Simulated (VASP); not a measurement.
Input of a VASP 6.6.1 run:

INCAR

```
PREC = Accurate
ENCUT = 500
EDIFF = 1E-6
ISMEAR = 0
SIGMA = 0.1
LREAL = F
LASPH = T
NELM = 120
ALGO = Normal
ISIF = 2
LWAVE = F
LCHARG = T
ISPIN = 2
MAGMOM = 1 0
LORBIT = 11
LMAXMIX = 4
GGA = RP
LELF = T
LVHAR = T
```

File KPOINTS:

```
regular mesh
0
Gamma
  11 11 7
```

File POSCAR:

```
AlNi
2.6904
    0.855144588165     -0.518391317276      0.000000000000
    0.855144588165      0.518391317276      0.000000000000
   -0.504181906036      0.000000000000      1.442476211716
Ni Al
1 1
Direct
    0.5000000000      0.5000000000      0.5000000000
    0.0000000000      0.0000000000      0.0000000000
```

Potentials or basis: VASP PAW PBE potentials, release 64 (Ni, Al).

Run with:

```bash
$ cat potpaw_PBE.64/Ni/POTCAR potpaw_PBE.64/Al/POTCAR > POTCAR
$ mpirun -np 1 vasp_std > vasp.out
```

**Question.** Estimate the band gap on the k mesh.

**Answer.** None (metal or under the smearing width).

**Question.** Predict the net moment.

**Answer.** 0.00 μB per cell.

**Question.** What does it give for the pressure?

**Answer.** 5.6 GPa.

Stress tensor (GPa, compression positive):
```
 6.21  0.00 -0.66
 0.00  4.22  0.00
-0.66  0.00  6.44
```

Caveat: the PAW data sets were made with another functional, which shifts forces and pressure a little.
